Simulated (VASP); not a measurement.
# GaAs (P-6m2) in VASP: further runs

Runs on GaAs. Level: PBE. Tasks: single point, relaxation of cell and atoms.

Everything below comes from runs of VASP 6.6.1. Logs are shortened: lines on timing, memory, paths and dates and some standing lists are left out, and cuts for length are marked.

### Step 1. The cell of the first run

Symmetry: P-6m2, No. 187, hexagonal system. Conventional cell: a = 3.840 Å, b = 3.840 Å, c = 3.240 Å, α = 90.00°, β = 90.00°, γ = 120.00°. Ga (site symmetry -6m2) is surrounded by 6 As at 2.75 Å. As (site symmetry -6m2) is surrounded by 6 Ga at 2.75 Å.

Measurements of this composition are mostly on another form, of space group No. 216.

### Step 2. Single point, PBE (cell and atoms relaxed from a first guess)

Contents of INCAR:

```
SYSTEM = GaAs
ALGO     = Fast           ! electronic algorithm
EDIFF    = 1E-6           ! SCF threshold, eV
ENCUT    = 520            ! plane-wave cutoff, eV
GGA      = PE             ! functional
ISIF     = 2              ! what is computed and relaxed
ISMEAR   = -1             ! smearing method
LASPH    = .True.         ! aspherical terms in the spheres
LCHARG   = .False.        ! write CHGCAR
LREAL    = .False.        ! projectors in reciprocal space
LWAVE    = .False.        ! write WAVECAR
NBANDS   = 16             ! bands
NELM     = 100            ! most SCF steps
PREC     = Accurate       ! precision mode
SIGMA    = 0.05           ! smearing width, eV
```

Contents of KPOINTS:

```
k-points
0
Gamma
  13 13 11
  0 0 0
```

Contents of POSCAR:

```
GaAs
1.0
    3.8404235174      0.0000000000      0.0000000000
   -1.9202117587      3.3259043274      0.0000000000
    0.0000000000      0.0000000000      3.2402766840
Ga As
1 1
Direct
    0.0000000000      0.0000000000      0.0000000000
    0.3333333333      0.6666666667      0.5000000000
```

Potentials or basis: VASP PAW PBE potentials, release 64 (Ga_d, As).

The run is started by

```sh
$ cat potpaw_PBE.64/Ga_d/POTCAR potpaw_PBE.64/As/POTCAR > POTCAR
$ mpirun -np 1 vasp_std > vasp.out
```

OUTCAR:

```text
SYSTEM = GaAs
   EDIFF = 1E-6
   ENCUT = 520
   GGA = PE
   ISIF = 2
   ISMEAR = -1
   LASPH = .True.
   LREAL = .False.
   NELM = 100
   PREC = Accurate

 ion  position               nearest neighbor table
   1  0.000  0.000  0.000-   2 2.75   2 2.75   2 2.75   2 2.75   2 2.75   2 2.75
   2  0.333  0.667  0.500-   1 2.75   1 2.75   1 2.75   1 2.75   1 2.75   1 2.75

  LATTYP: Found a hexagonal cell.
 ALAT       =     3.8404235174
 C/A-ratio  =     0.8437289974

  Lattice vectors:

 A1 = (   3.8404235174,   0.0000000000,   0.0000000000)
 A2 = (  -1.9202117587,   3.3259043274,   0.0000000000)
 A3 = (   0.0000000000,   0.0000000000,   3.2402766840)

Analysis of symmetry for initial positions (statically):
=====================================================================
 Subroutine PRICEL returns:
 Original cell was already a primitive cell.

 Routine SETGRP: Setting up the symmetry group for a
 hexagonal supercell.

 Subroutine GETGRP returns: Found 12 space group operations
 (whereof 12 operations were pure point group operations)
 out of a pool of 24 trial point group operations.

The static configuration has the point symmetry D_3h.

Analysis of symmetry for dynamics (positions and initial velocities):
=====================================================================
 Subroutine PRICEL returns:
 Original cell was already a primitive cell.

 Routine SETGRP: Setting up the symmetry group for a
 hexagonal supercell.

 Subroutine GETGRP returns: Found 12 space group operations
 (whereof 12 operations were pure point group operations)
 out of a pool of 24 trial point group operations.

The dynamic configuration has the point symmetry D_3h.

 Subroutine INISYM returns: Found 12 space group operations
 (whereof 12 operations are pure point group operations),
 and found     1 'primitive' translations

----------------------------------------------------------------------------------------

                                     Primitive cell

  volume of cell :      41.3877

  direct lattice vectors                    reciprocal lattice vectors
     3.840423517  0.000000000  0.000000000     0.260387948  0.150335052  0.000000000
    -1.920211759  3.325904327  0.000000000     0.000000000  0.300670104  0.000000000
     0.000000000  0.000000000  3.240276684     0.000000000  0.000000000  0.308615621

  length of vectors
     3.840423517  3.840423517  3.240276684     0.300670104  0.300670104  0.308615621

  position of ions in fractional coordinates (direct lattice)
     0.000000000  0.000000000  0.000000000
     0.333333333  0.666666667  0.500000000

  ion indices of the primitive-cell ions
   primitive index   ion index
                 1           1
                 2           2

----------------------------------------------------------------------------------------

 KPOINTS: k-points

Automatic generation of k-mesh.
 Grid dimensions read from file:
 generate k-points for:   13   13   11

 Generating k-lattice:

  Cartesian coordinates                     Fractional coordinates (reciprocal lattice)
     0.020029842  0.011564235  0.000000000     0.076923077  0.000000000  0.000000000
     0.000000000  0.023128470  0.000000000     0.000000000  0.076923077  0.000000000
     0.000000000  0.000000000  0.028055966     0.000000000  0.000000000  0.090909091

  Length of vectors
     0.023128470  0.023128470  0.028055966

  Shift w.r.t. Gamma in fractional coordinates (k-lattice)
     0.000000000  0.000000000  0.000000000

 Subroutine IBZKPT returns following result:
 ===========================================

 Found    126 irreducible k-points:

 Following reciprocal coordinates:
            Coordinates               Weight
  0.000000  0.000000  0.000000      1.000000
  0.076923  0.000000  0.000000      6.000000
  0.153846 -0.000000  0.000000      6.000000
  0.230769  0.000000  0.000000      6.000000
  0.307692 -0.000000  0.000000      6.000000
  0.384615  0.000000  0.000000      6.000000
[... 16 lines left out ...]
  0.076923  0.000000  0.090909     12.000000
  0.153846 -0.000000  0.090909     12.000000
 [... further k-points ...]
   k-points           NKPTS =    126   k-points in BZ     NKDIM =    126   number of bands    NBANDS=     16
   number of dos      NEDOS =    301   number of ions     NIONS =      2
   total plane-waves  NPLWV =  21600
   dimension x,y,z NGX =    30 NGY =   30 NGZ =   24
   dimension x,y,z NGXF=    60 NGYF=   60 NGZF=   48
   ions per type =               1   1
   NGX,Y,Z   is equivalent  to a cutoff of  12.99, 12.99, 12.31 a.u.
   NGXF,Y,Z  is equivalent  to a cutoff of  25.97, 25.97, 24.63 a.u.
 SYSTEM =  GaAs
   PREC   = accura    normal or accurate (medium, high low for compatibility)
   ISTART =      0    job   : 0-new  1-cont  2-samecut
   ICHARG =      2    charge: 1-file 2-atom 10-const
   ISPIN  =      1    spin polarized calculation?
   LNONCOLLINEAR =      F non collinear calculations
   LSORBIT =      F    spin-orbit coupling
   LASPH  =      T    aspherical Exc in radial PAW
   ENCUT  =  520.0 eV  38.22 Ry    6.18 a.u.   7.14  7.14  6.02*2*pi/ulx,y,z
   NELM   =    100;   NELMIN=  2; NELMDL= -5     # of ELM steps
   EDIFF  = 0.1E-05   stopping-criterion for ELM
   LREAL  =      F    real-space projection
   EDIFFG = 0.1E-04   stopping-criterion for IOM
   NSW    =      0    number of steps for IOM
   IBRION =     -1    ionic relax: 0-MD 1-quasi-New 2-CG
   NFREE  =      0    steps in history (QN), initial steepest desc. (CG)
   ISIF   =      2    stress and relaxation
   ISYM   =      2    0-nonsym 1-usesym 2-fastsym
   POTIM  = 0.5000    time-step for ionic-motion
   TEBEG  =    0.0;   TEEND  =   0.0 temperature during run
   PSTRESS=    0.0 pullay stress
   NELECT =      18.0000    total number of electrons
   NUPDOWN=      -1.0000    fix difference up-down
   EMIN   =  10.00;   EMAX   =-10.00  energy-range for DOS
   EFERMI =   0.00;   METHOD = LEGACY
   ISMEAR =    -1;   SIGMA  =   0.05  broadening in eV -4-tet -1-fermi 0-gaus
   EFERMI_NEDOS =   21; number of points for ismear=-14 and -15
   IALGO  =     68    algorithm
   IMIX   =      4    mixing-type and parameters
     AMIX     =   0.40;   BMIX     =  1.00
     AMIX_MAG =   1.60;   BMIX_MAG =  1.00
  volume/ion in A,a.u.               =      20.69       139.65
  Fermi-wavevector in a.u.,A,eV,Ry     =   1.240344  2.343910 20.931914  1.538452
  Thomas-Fermi vector in A             =   2.374788
   LORBIT       =      0    0 simple, 1 ext, 2 COOP (PROOUT), +10 PAW based schemes
   GGA     = PE    functional components
   LHFCALC =     F    Hartree Fock is set to
   AEXX    =    0.0000 exact exchange contribution
   IVDW    =     0    specifies the selected vdW correction
   LEPSILON=     F    determine dielectric tensor
   LRPA    =     F    only Hartree local field effects (RPA)
 non-spin polarized calculation
 RMM-DIIS sequential band-by-band and
  energy-cutoff  :      520.00
  volume of cell :       41.39
 maximum number of plane-waves:      1131
 NGX is ok and might be reduce to    30
   NGX = 15   NGY = 15   NGZ = 13

 number of electron      18.0000006 magnetization

 Free energy of the ion-electron system (eV)
  ---------------------------------------------------
  ext. energy  EPLUGINS =         0.00000000
  ---------------------------------------------------
  free energy    TOTEN  =        -7.45301643 eV

  energy without entropy =       -7.44482372  energy(sigma->0) =       -7.44892008

 E-fermi :   4.9923     XC(G=0): -10.2928

 val. band max:        4.9868953963   @ k =   0.3077   0.3077   0.2727
 cond. band min:       5.0143367230   @ k =   0.3846   0.2308   0.2727
 fundamental gap:      0.0274413267
 Fermi energy:         4.9923093103

 k-point     1 :       0.0000    0.0000    0.0000
  band No.  band energies     occupation
      1      -9.9677      2.00000
      2      -9.9162      2.00000
      3      -9.9162      2.00000
      4      -9.8735      2.00000
      5      -9.8735      2.00000
      6      -8.1541      2.00000
[... 8 lines left out ...]
     15      15.6537      0.00000
     16      19.4100      0.00000

 k-point     2 :       0.0769    0.0000    0.0000
  band No.  band energies     occupation
      1      -9.9669      2.00000
      2      -9.9193      2.00000
      3      -9.9139      2.00000
      4      -9.8746      2.00000
      5      -9.8736      2.00000
      6      -8.0879      2.00000
[... 8 lines left out ...]
     15      15.2925      0.00000
     16      18.9842      0.00000

 k-point     3 :       0.1538   -0.0000    0.0000
  band No.  band energies     occupation
      1      -9.9649      2.00000
      2      -9.9275      2.00000
      3      -9.9076      2.00000
      4      -9.8777      2.00000
      5      -9.8742      2.00000
      6      -7.8935      2.00000
[... 8 lines left out ...]
     15      14.4562      0.00000
     16      18.0606      0.00000

 k-point     4 :       0.2308    0.0000    0.0000
  band No.  band energies     occupation
      1      -9.9623      2.00000
      2      -9.9381      2.00000
      3      -9.8987      2.00000
      4      -9.8820      2.00000
      5      -9.8749      2.00000
      6      -7.5845      2.00000
[... 8 lines left out ...]
     15      15.3204      0.00000
     16      17.8187      0.00000

 k-point     5 :       0.3077   -0.0000    0.0000
  band No.  band energies     occupation
      1      -9.9608      2.00000
      2      -9.9473      2.00000
      3      -9.8891      2.00000
      4      -9.8866      2.00000
      5      -9.8756      2.00000
      6      -7.1908      2.00000
[... 8 lines left out ...]
     15      15.1539      0.00000
     16      18.1031      0.00000

 k-point     6 :       0.3846    0.0000    0.0000
  band No.  band energies     occupation
      1      -9.9632      2.00000
      2      -9.9508      2.00000
      3      -9.8904      2.00000
      4      -9.8811      2.00000
      5      -9.8763      2.00000
      6      -6.7773      2.00000
[... 8 lines left out ...]
     15      15.5719      0.00000
     16      18.0486      0.00000
[... 267 lines left out ...]
 k-point    21 :       0.3077    0.3077    0.0000
  band No.  band energies     occupation
      1      -9.9533      2.00000
      2      -9.9511      2.00000
      3      -9.8903      2.00000
      4      -9.8881      2.00000
      5      -9.8817      2.00000
      6      -6.1516      2.00000
[... 8 lines left out ...]
     15      14.3734      0.00000
     16      15.2962      0.00000

 k-point    22 :       0.0000    0.0000    0.0909
  band No.  band energies     occupation
      1      -9.9581      2.00000
      2      -9.9151      2.00000
      3      -9.9151      2.00000
      4      -9.8779      2.00000
      5      -9.8779      2.00000
      6      -8.0482      2.00000
[... 8 lines left out ...]
     15      15.0772      0.00000
     16      17.5370      0.00000

 k-point    23 :       0.0769    0.0000    0.0909
  band No.  band energies     occupation
      1      -9.9573      2.00000
      2      -9.9181      2.00000
      3      -9.9129      2.00000
      4      -9.8794      2.00000
      5      -9.8781      2.00000
      6      -7.9819      2.00000
[... 8 lines left out ...]
     15      14.6255      0.00000
     16      17.3724      0.00000

 k-point    24 :       0.1538   -0.0000    0.0909
  band No.  band energies     occupation
      1      -9.9552      2.00000
      2      -9.9262      2.00000
      3      -9.9067      2.00000
      4      -9.8833      2.00000
      5      -9.8787      2.00000
      6      -7.7872      2.00000
[... 8 lines left out ...]
     15      14.7240      0.00000
     16      17.0266      0.00000

 [... further k-points ...]

------------------------ aborting loop because EDIFF is reached ----------------------------------------

  FORCE on cell =-STRESS in cart. coord.  units (eV):
  Direction    XX          YY          ZZ          XY          YZ          ZX
  --------------------------------------------------------------------------------------
  -------------------------------------------------------------------------------------
  Total        0.0277600      0.0277600      0.0327632     -0.0000000      0.0000000     -0.0000000
  in kB        1.0746297      1.0746297      1.2683111     -0.0000000      0.0000000     -0.0000000
  external PRESSURE =       1.1391902 kB  Pullay stress =       0.0000000 kB

 VOLUME and BASIS-vectors are now :
 -----------------------------------------------------------------------------
  energy-cutoff  :      520.00
  volume of cell :       41.39
      direct lattice vectors                 reciprocal lattice vectors
     3.840423517  0.000000000  0.000000000     0.260387948  0.150335052  0.000000000
    -1.920211759  3.325904327  0.000000000     0.000000000  0.300670104  0.000000000
     0.000000000  0.000000000  3.240276684     0.000000000  0.000000000  0.308615621

 POSITION                                       TOTAL-FORCE (eV/Angst)
 -----------------------------------------------------------------------------------
      0.00000      0.00000      0.00000         0.000000     -0.000000      0.000000
     -0.00000      2.21727      1.62014        -0.000000      0.000000      0.000000
 -----------------------------------------------------------------------------------
    total drift:                                0.000001     -0.000000      0.000000

  FREE ENERGIE OF THE ION-ELECTRON SYSTEM (eV)
  ---------------------------------------------------
  free  energy   TOTEN  =        -7.4530164348 eV

  energy  without entropy=       -7.4448237190  energy(sigma->0) =       -7.44892008
```

Wall time 57 s (1 thread of Intel Xeon Platinum 8488C (Sapphire Rapids), shared host); peak memory 0.21 GiB.

What came out:

| Property | Result |
| --- | --- |
| Free energy | -7.4530 eV |
| Pressure | 0.1 GPa |
| Band gap on the k mesh | none (metal or under the smearing width) |

(Part 1 of 2 ends here.)
